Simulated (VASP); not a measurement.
# SnO2 (Pmmm) in VASP: further runs

Aim: see how the results for SnO2 move with the level of theory and the settings. Levels: PBEsol, RPBE, revPBE, BLYP. Tasks: relaxation of cell and atoms.

All numbers are computed with VASP 6.6.1; they aren't measurements. Logs are shortened: lines on timing, memory, paths and dates and some standing lists are left out, and cuts for length are marked.

### 1 The structure

The structure is orthorhombic, space group Pmmm (No. 47). The conventional cell has a = 3.023 Å, b = 4.965 Å, c = 5.977 Å, α = 90.00°, β = 90.00°, γ = 90.00°. Around Sn (site symmetry mmm) lie 4 O at 2.02 Å. O (site symmetry mm2) is surrounded by 2 Sn at 2.02 Å.

The cell was built by a generator and needn't be a form met in nature.

### 2 Relaxation of cell and atoms, PBEsol

File INCAR:

```
SYSTEM = SnO2
PREC     = Accurate       ! precision mode
ENCUT    = 600            ! plane-wave cutoff, eV
EDIFF    = 1E-6           ! SCF threshold, eV
ISMEAR   = -1             ! smearing method
SIGMA    = 0.05           ! smearing width, eV
LREAL    = .False.        ! projectors in reciprocal space
LASPH    = .True.         ! aspherical terms in the spheres
NELM     = 80             ! most SCF steps
ALGO     = Normal         ! electronic algorithm
ISIF     = 3              ! what is computed and relaxed
LWAVE    = .False.        ! write WAVECAR
LCHARG   = .False.        ! write CHGCAR
GGA      = PS             ! functional
IBRION   = 2              ! ionic algorithm
NSW      = 60             ! ionic steps
EDIFFG   = -0.01          ! ionic threshold
```

File KPOINTS:

```
Automatic mesh
0
Gamma
  9 6 5
  0 0 0
```

File POSCAR:

```
SnO2
1.0
    3.0232700000      0.0000000000      0.0000000000
    0.0000000000      4.9646800000      0.0000000000
    0.0000000000      0.0000000000      5.9769600000
Sn O
1 2
Direct
    0.5000000000      0.5000000000      0.0000000000
    0.0000000000      0.5000000000      0.7757200000
    0.0000000000      0.5000000000      0.2242800000
```

Potentials or basis: VASP PAW PBE potentials, release 64 (Sn_d, O).

Launch:

```sh
$ cat potpaw_PBE.64/Sn_d/POTCAR potpaw_PBE.64/O/POTCAR > POTCAR
$ mpirun -np 1 vasp_std > vasp.out
```

OUTCAR:

```text
SYSTEM = SnO2
   PREC = Accurate
   ENCUT = 600
   EDIFF = 1E-6
   ISMEAR = -1
   LREAL = .False.
   LASPH = .True.
   NELM = 80
   ISIF = 3
   GGA = PS
   IBRION = 2
   NSW = 60
   EDIFFG = -0.01

 ion  position               nearest neighbor table
   1  0.500  0.500  0.000-   2 2.02   3 2.02   2 2.02   3 2.02
   2  0.000  0.500  0.776-   1 2.02   1 2.02
   3  0.000  0.500  0.224-   1 2.02   1 2.02

  LATTYP: Found a simple orthorhombic cell.
 ALAT       =     3.0232700000
 B/A-ratio  =     1.6421556791
 C/A-ratio  =     1.9769851849

  Lattice vectors:

 A1 = (   3.0232700000,   0.0000000000,   0.0000000000)
 A2 = (   0.0000000000,   4.9646800000,   0.0000000000)
 A3 = (   0.0000000000,   0.0000000000,   5.9769600000)

Analysis of symmetry for initial positions (statically):
=====================================================================
 Subroutine PRICEL returns:
 Original cell was already a primitive cell.

 Routine SETGRP: Setting up the symmetry group for a
 simple orthorhombic supercell.

 Subroutine GETGRP returns: Found  8 space group operations
 (whereof  8 operations were pure point group operations)
 out of a pool of  8 trial point group operations.

The static configuration has the point symmetry D_2h.

Analysis of symmetry for dynamics (positions and initial velocities):
=====================================================================
 Subroutine PRICEL returns:
 Original cell was already a primitive cell.

 Routine SETGRP: Setting up the symmetry group for a
 simple orthorhombic supercell.

 Subroutine GETGRP returns: Found  8 space group operations
 (whereof  8 operations were pure point group operations)
 out of a pool of  8 trial point group operations.

The dynamic configuration has the point symmetry D_2h.

 Subroutine INISYM returns: Found  8 space group operations
 (whereof  8 operations are pure point group operations),
 and found     1 'primitive' translations

----------------------------------------------------------------------------------------

                                     Primitive cell

  volume of cell :      89.7116

  direct lattice vectors                    reciprocal lattice vectors
     3.023270000  0.000000000  0.000000000     0.330767679  0.000000000  0.000000000
     0.000000000  4.964680000  0.000000000     0.000000000  0.201422851  0.000000000
     0.000000000  0.000000000  5.976960000     0.000000000  0.000000000  0.167309134

  length of vectors
     3.023270000  4.964680000  5.976960000     0.330767679  0.201422851  0.167309134

  position of ions in fractional coordinates (direct lattice)
     0.500000000  0.500000000  0.000000000
     0.000000000  0.500000000  0.775720000
     0.000000000  0.500000000  0.224280000

  ion indices of the primitive-cell ions
   primitive index   ion index
                 1           1
                 2           2
                 3           3

----------------------------------------------------------------------------------------

 KPOINTS: Automatic mesh

Automatic generation of k-mesh.
 Grid dimensions read from file:
 generate k-points for:    9    6    5

 Generating k-lattice:

  Cartesian coordinates                     Fractional coordinates (reciprocal lattice)
     0.036751964  0.000000000  0.000000000     0.111111111  0.000000000  0.000000000
     0.000000000  0.033570475  0.000000000     0.000000000  0.166666667  0.000000000
     0.000000000  0.000000000  0.033461827     0.000000000  0.000000000  0.200000000

  Length of vectors
     0.036751964  0.033570475  0.033461827

  Shift w.r.t. Gamma in fractional coordinates (k-lattice)
     0.000000000  0.000000000  0.000000000

 Subroutine IBZKPT returns following result:
 ===========================================

 Found     60 irreducible k-points:

 Following reciprocal coordinates:
            Coordinates               Weight
  0.000000  0.000000  0.000000      1.000000
  0.111111  0.000000  0.000000      2.000000
  0.222222  0.000000  0.000000      2.000000
  0.333333  0.000000  0.000000      2.000000
  0.444444  0.000000  0.000000      2.000000
  0.000000  0.166667  0.000000      2.000000
[... 16 lines left out ...]
  0.222222  0.000000  0.200000      4.000000
  0.333333  0.000000  0.200000      4.000000
 [... further k-points ...]
   k-points           NKPTS =     60   k-points in BZ     NKDIM =     60   number of bands    NBANDS=     17
   number of dos      NEDOS =    301   number of ions     NIONS =      3
   total plane-waves  NPLWV =  46080
   dimension x,y,z NGX =    24 NGY =   40 NGZ =   48
   dimension x,y,z NGXF=    48 NGYF=   80 NGZF=   96
   ions per type =               1   2
   NGX,Y,Z   is equivalent  to a cutoff of  13.20, 13.39, 13.35 a.u.
   NGXF,Y,Z  is equivalent  to a cutoff of  26.39, 26.79, 26.70 a.u.
 SYSTEM =  SnO2
   PREC   = accura    normal or accurate (medium, high low for compatibility)
   ISTART =      0    job   : 0-new  1-cont  2-samecut
   ICHARG =      2    charge: 1-file 2-atom 10-const
   ISPIN  =      1    spin polarized calculation?
   LNONCOLLINEAR =      F non collinear calculations
   LSORBIT =      F    spin-orbit coupling
   LASPH  =      T    aspherical Exc in radial PAW
   ENCUT  =  600.0 eV  44.10 Ry    6.64 a.u.   6.04  9.92 11.94*2*pi/ulx,y,z
   NELM   =     80;   NELMIN=  2; NELMDL= -5     # of ELM steps
   EDIFF  = 0.1E-05   stopping-criterion for ELM
   LREAL  =      F    real-space projection
   EDIFFG = -.1E-01   stopping-criterion for IOM
   NSW    =     60    number of steps for IOM
   IBRION =      2    ionic relax: 0-MD 1-quasi-New 2-CG
   NFREE  =      1    steps in history (QN), initial steepest desc. (CG)
   ISIF   =      3    stress and relaxation
   ISYM   =      2    0-nonsym 1-usesym 2-fastsym
   POTIM  = 0.5000    time-step for ionic-motion
   TEBEG  =    0.0;   TEEND  =   0.0 temperature during run
   PSTRESS=    0.0 pullay stress
   NELECT =      26.0000    total number of electrons
   NUPDOWN=      -1.0000    fix difference up-down
   EMIN   =  10.00;   EMAX   =-10.00  energy-range for DOS
   EFERMI =   0.00;   METHOD = LEGACY
   ISMEAR =    -1;   SIGMA  =   0.05  broadening in eV -4-tet -1-fermi 0-gaus
   EFERMI_NEDOS =   21; number of points for ismear=-14 and -15
   IALGO  =     38    algorithm
   IMIX   =      4    mixing-type and parameters
     AMIX     =   0.40;   BMIX     =  1.00
     AMIX_MAG =   1.60;   BMIX_MAG =  1.00
  volume/ion in A,a.u.               =      29.90       201.80
  Fermi-wavevector in a.u.,A,eV,Ry     =   1.083386  2.047302 15.969492  1.173725
  Thomas-Fermi vector in A             =   2.219450
   LORBIT       =      0    0 simple, 1 ext, 2 COOP (PROOUT), +10 PAW based schemes
   GGA     = PS    functional components
   LHFCALC =     F    Hartree Fock is set to
   AEXX    =    0.0000 exact exchange contribution
   IVDW    =     0    specifies the selected vdW correction
   LEPSILON=     F    determine dielectric tensor
   LRPA    =     F    only Hartree local field effects (RPA)
 conjugate gradient relaxation of ions
 non-spin polarized calculation
  energy-cutoff  :      600.00
  volume of cell :       89.71
 maximum number of plane-waves:      3022
   NGX = 13   NGY = 19   NGZ = 23

--------------------------------------- Ionic step        1  -------------------------------------------

 number of electron      25.9999999 magnetization

 Free energy of the ion-electron system (eV)
  ---------------------------------------------------
  ext. energy  EPLUGINS =         0.00000000
  ---------------------------------------------------
  free energy    TOTEN  =       -16.99635343 eV

  energy without entropy =      -16.99635333  energy(sigma->0) =      -16.99635338

------------------------ aborting loop because EDIFF is reached ----------------------------------------

  FORCE on cell =-STRESS in cart. coord.  units (eV):
  Direction    XX          YY          ZZ          XY          YZ          ZX
  --------------------------------------------------------------------------------------
  -------------------------------------------------------------------------------------
  Total       -1.1530246      0.1846080     -0.5504354     -0.0000000      0.0000000      0.0000000
  in kB      -20.5920983      3.2969512     -9.8303362     -0.0000000      0.0000000      0.0000000
  external PRESSURE =      -9.0418278 kB  Pullay stress =       0.0000000 kB
[... 92 lines left out ...]
  FREE ENERGIE OF THE ION-ELECTRON SYSTEM (eV)
  ---------------------------------------------------
  free  energy   TOTEN  =       -17.0019021962 eV

  energy  without entropy=      -17.0019021262  energy(sigma->0) =      -17.00190216

[... ionic steps 4 to 32 ...]

--------------------------------------- Ionic step       33  -------------------------------------------

 number of electron      26.0000012 magnetization

------------------------ aborting loop because EDIFF is reached ----------------------------------------

  FORCE on cell =-STRESS in cart. coord.  units (eV):
  Direction    XX          YY          ZZ          XY          YZ          ZX
  --------------------------------------------------------------------------------------
  -------------------------------------------------------------------------------------
  Total        0.0073099      0.0317782      0.0127377     -0.0000000      0.0000000      0.0000000
  in kB        0.1097730      0.4772144      0.1912832     -0.0000000      0.0000000      0.0000000
  external PRESSURE =       0.2594235 kB  Pullay stress =       0.0000000 kB
[... 59 lines left out ...]
  energy  without entropy=      -17.0237174501  energy(sigma->0) =      -17.02371745

--------------------------------------- Ionic step       35  -------------------------------------------

 number of electron      26.0000013 magnetization

 Free energy of the ion-electron system (eV)
  ---------------------------------------------------
  ext. energy  EPLUGINS =         0.00000000
  ---------------------------------------------------
  free energy    TOTEN  =       -17.02373064 eV

  energy without entropy =      -17.02373063  energy(sigma->0) =      -17.02373064

 E-fermi :  -1.3749     XC(G=0):  -5.5664

 val. band max:       -2.2712808083   @ k =   0.4444   0.5000   0.0000
 cond. band min:      -0.5979813070   @ k =   0.0000   0.0000   0.0000
 fundamental gap:      1.6732995013
 Fermi energy:        -1.3749467950

 k-point     1 :       0.0000    0.0000    0.0000
  band No.  band energies     occupation
      1     -23.4657      2.00000
      2     -22.6426      2.00000
      3     -22.5522      2.00000
      4     -22.4707      2.00000
      5     -22.4641      2.00000
      6     -19.2963      2.00000
[... 9 lines left out ...]
     16       4.1711      0.00000
     17       4.2886      0.00000
[... 443 lines left out ...]
      1     -23.2768      2.00000
      2     -22.9503      2.00000
      3     -22.6794      2.00000
      4     -22.6198      2.00000
      5     -22.2631      2.00000
      6     -19.2061      2.00000
[... 9 lines left out ...]
     16       4.7620      0.00000
     17       6.4510      0.00000

 [... further k-points ...]

------------------------ aborting loop because EDIFF is reached ----------------------------------------

  FORCE on cell =-STRESS in cart. coord.  units (eV):
  Direction    XX          YY          ZZ          XY          YZ          ZX
  --------------------------------------------------------------------------------------
  -------------------------------------------------------------------------------------
  Total        0.0034782      0.0256778      0.0189434      0.0000000      0.0000000      0.0000000
  in kB        0.0522166      0.3854824      0.2843843      0.0000000      0.0000000      0.0000000
  external PRESSURE =       0.2406944 kB  Pullay stress =       0.0000000 kB
[... 18 lines left out ...]
  FREE ENERGIE OF THE ION-ELECTRON SYSTEM (eV)
  ---------------------------------------------------
  free  energy   TOTEN  =       -17.0237306379 eV

  energy  without entropy=      -17.0237306339  energy(sigma->0) =      -17.02373064

 reached required accuracy - stopping structural energy minimisation
```

Run time: 11 min. Hardware: 1 thread of Intel Xeon 6975P-C (Granite Rapids), shared host; peak memory 0.28 GiB.

Results:

```yaml
Free_energy: -17.0237 eV
Relaxed_volume: 35.57 Å³/atom
Relaxed_cell: a = 3.002 Å, b = 5.667 Å, c = 6.274 Å, α = 90.00°, β = 90.00°, γ = 90.00°
Space_group_after_relaxing_to_0.05_Å: Pmmm (No. 47)
Energy_gained_by_relaxing: 9.1 meV/atom
Ionic_steps: 35
Pressure_after_relaxing: 0.0 GPa
Largest_force_after_relaxing: 0.009 eV/Å
Band_gap_on_the_k_mesh: 1.67 eV, indirect (least direct gap 2.13 eV)
```

Forces on the atoms (eV/Å):
```
Sn   0.000  0.000  0.000
O    0.000  0.000  0.009
O    0.000  0.000 -0.009
```

Step by step:
| step | energy change (eV) | largest force (eV/Å) | pressure (GPa) | volume (Å³) |
| --- | --- | --- | --- | --- |
| 1 | 0.0000 | 0.2489 | -0.90 | 89.71 |
| 2 | 0.0180 | 0.5735 | 2.54 | 87.53 |
| 3 | -0.0055 | 0.0043 | 0.16 | 88.99 |
| 4 | -0.0055 | 0.0095 | 0.19 | 88.97 |
| 5 | -0.0062 | 0.0247 | 0.18 | 89.28 |
| 6 | -0.0067 | 0.0898 | 0.18 | 89.85 |
| 7 | -0.0071 | 0.0895 | 0.17 | 90.03 |
| 8 | -0.0081 | 0.0912 | 0.16 | 90.57 |
| 9 | -0.0100 | 0.0927 | 0.09 | 91.65 |
| 10 | -0.0135 | 0.0960 | 0.00 | 93.81 |
| 11 | -0.0195 | 0.1001 | -0.15 | 98.21 |
| 12 | -0.0252 | 0.0956 | -0.46 | 107.26 |
| 13 | -0.0261 | 0.0557 | -0.33 | 107.93 |
| 14 | -0.0265 | 0.0112 | -0.18 | 108.68 |
| 15 | -0.0265 | 0.0038 | -0.13 | 108.93 |
| 16 | -0.0267 | 0.0001 | -0.12 | 108.72 |
| 17 | -0.0271 | 0.0127 | -0.04 | 108.07 |
| 18 | -0.0272 | 0.0186 | -0.01 | 107.76 |
| 19 | -0.0272 | 0.0233 | 0.01 | 107.52 |
| 20 | -0.0272 | 0.0212 | 0.01 | 107.63 |
| 21 | -0.0272 | 0.0198 | 0.00 | 107.70 |
| 22 | -0.0272 | 0.0169 | 0.00 | 107.66 |
| 23 | -0.0272 | 0.0058 | 0.03 | 107.56 |
| 24 | -0.0272 | 0.0159 | 0.06 | 107.35 |
| 25 | -0.0273 | 0.0145 | 0.08 | 107.34 |
| 26 | -0.0273 | 0.0117 | 0.05 | 107.31 |
| 27 | -0.0273 | 0.0056 | 0.03 | 107.24 |
| 28 | -0.0273 | 0.0052 | -0.03 | 107.11 |
| 29 | -0.0273 | 0.0077 | -0.01 | 107.03 |
| 30 | -0.0274 | 0.0098 | -0.01 | 106.92 |
| 31 | -0.0274 | 0.0145 | 0.00 | 106.71 |
| 32 | -0.0274 | 0.0165 | 0.03 | 106.64 |
| 33 | -0.0274 | 0.0150 | 0.03 | 106.69 |
| 34 | -0.0274 | 0.0148 | 0.02 | 106.70 |
| 35 | -0.0274 | 0.0092 | 0.02 | 106.72 |

Final structure:
```
Sn O
1.0
     3.00200    0.00000    0.00000
     0.00000    5.66665    0.00000
     0.00000    0.00000    6.27375
Sn O
1 2
Direct
  0.50000 0.50000 0.00000
  0.00000 0.50000 0.78731
  0.00000 0.50000 0.21269
```

Caveat: the volume moved by over 15 % at a fixed basis, so the end points are rough; the PAW data sets were made with another functional, which shifts forces and pressure a little; spin-orbit coupling is left out, which moves the levels of the heavy elements; an odd mesh through Γ misses points on the zone boundary, where band edges often lie. As with any semilocal functional, this PBEsol gap is likely too small.

(Part 1 of 3 ends here.)
